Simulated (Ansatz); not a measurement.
Runs of Ansatz 0.2.0 on MnS. It takes space group Fm-3m (No. 225, cubic). Conventional cell: a = 5.209 Å, b = 5.209 Å, c = 5.209 Å, α = 90.00°, β = 90.00°, γ = 90.00°. Mn (site symmetry m-3m) has 6 S at 2.60 Å as nearest neighbours. S (site symmetry m-3m) has 6 Mn at 2.60 Å as nearest neighbours. 

```tsv
task	level	cell	k mesh	smearing	atoms under strain	gap on the mesh (eV)	pressure (GPa)	moment (μB)
relaxation of cell and atoms	HF	relaxed	5 × 5 × 5	fermi-dirac 0.05 eV	-	(a)	0.0	5.00
elastic constants	PBE	as given	7 × 7 × 7	fermi-dirac 0.05 eV	clamped	none	(b)	4.69
single point	PBEsol	as given	9 × 9 × 9	gaussian 0.1 eV	-	none	-7.3	4.69
single point	PBE	as given	9 × 9 × 9	gaussian 0.05 eV	-	none	-2.9	4.72
elastic constants	PBEsol	as given	7 × 7 × 7	fermi-dirac 0.05 eV	clamped	none	-7.6	4.67
```

Alike in all rows: potentials or basis Ansatz PAW; spin collinear, ferromagnetic start; cutoff (eV) 420.

Question: Estimate the missing entries.

Answer: (a) 9.36; (b) -3.2.

Caveats: a cell with one magnetic atom can't hold antiferromagnetic order, which such compounds often take; semilocal functionals often make such compounds metallic where correlation or magnetic order opens a gap, which also shifts bond lengths (some runs); the PAW data sets come from PBE, with cores solved anew for the run's functional, which leaves a small shift of forces and pressure (some runs); the cell is more than 3 GPa from zero pressure, which shifts response properties (some runs); elastic constants of metals need much finer meshes, so these are rough (some runs); the magnetic or orbital state may not be the lowest (some runs).

A k mesh can miss the band edges.

A gap of «none» marks a metal or a gap under the smearing width.
